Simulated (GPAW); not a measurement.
Runs of GPAW 26.7.0 on CdO (Monteponite). It takes space group Fm-3m (No. 225, cubic). Conventional cell: a = 4.699 Å, b = 4.699 Å, c = 4.699 Å, α = 90.00°, β = 90.00°, γ = 90.00°. Cd (site symmetry m-3m) is surrounded by 6 O at 2.35 Å. O (site symmetry m-3m) has 6 Cd at 2.35 Å as nearest neighbours. 

```tsv
task	level	potentials or basis	spin	cell	k mesh	smearing	eigensolver	optimizer	fmax	max steps	convergence	gap on the mesh (eV)	pressure (GPa)
single point	PBEsol	PAW data sets generated in the run's folder for this functional, pw	off	as given	10 × 10 × 10	gaussian 0.1 eV	-	-	-	-	-	none	-1.3
relaxation of cell and atoms	BLYP+D3(BJ)	PAW data sets generated in the run's folder for this functional, pw	off	relaxed	10 × 10 × 10	fermi-dirac 0.05 eV	davidson	FIRE	0.01 eV/Å	40	density=1e-05 forces=0.0001	none	-0.1
relaxation of cell and atoms	BLYP+D4	PAW data sets generated in the run's folder for this functional, pw	off	relaxed to -2 GPa	10 × 10 × 10	fermi-dirac 0.05 eV	davidson	BFGS	0.02 eV/Å	100	density=1e-05 forces=0.0001	none	-2.0
relaxation of cell and atoms	revPBE+D4	the program's PAW data sets (release 1.2.1) made for this functional, pw	off	relaxed to 20 GPa	10 × 10 × 10	fermi-dirac 0.05 eV	-	LBFGS	0.02 eV/Å	40	density=1e-05 forces=0.0001	none	19.9
band structure	PBEint	PAW data sets generated in the run's folder for this functional, pw	SOC, no magnetisation	as given	8 × 8 × 8	fermi-dirac 0.05 eV	-	-	-	-	-	-	(a)
band structure	revPBE	the program's PAW data sets (release 1.2.1) made for this functional, pw	SOC, no magnetisation	as given	8 × 8 × 8	fermi-dirac 0.05 eV	-	-	-	-	-	-	8.8
single point	PBEsol	PAW data sets generated in the run's folder for this functional, pw	off	as given	10 × 10 × 10	gaussian 0.05 eV	-	-	-	-	-	none	-1.3
```

Alike in all rows: cutoff (eV) 800.

Estimate the missing entries.

(a) 1.0.

Caveats: this crystal is a semiconductor, whose small gap the functional closes, so the metal is an error of the method; later steps reuse the first step's grids (some runs); pairwise dispersion overbinds metals, which lowers pressure and volume (some runs); spin-orbit coupling was added after a scalar SCF, so levels and gaps hold it while energy, forces, pressure and moments don't (some runs); this program's spin-orbit splittings come out too wide for heavy elements (some runs).

A k mesh can miss the band edges, and rows without SOC leave out spin-orbit coupling on Cd.

A gap of «none» marks a metal or a gap under the smearing width.

Runs at the PBE level aren't shown here.
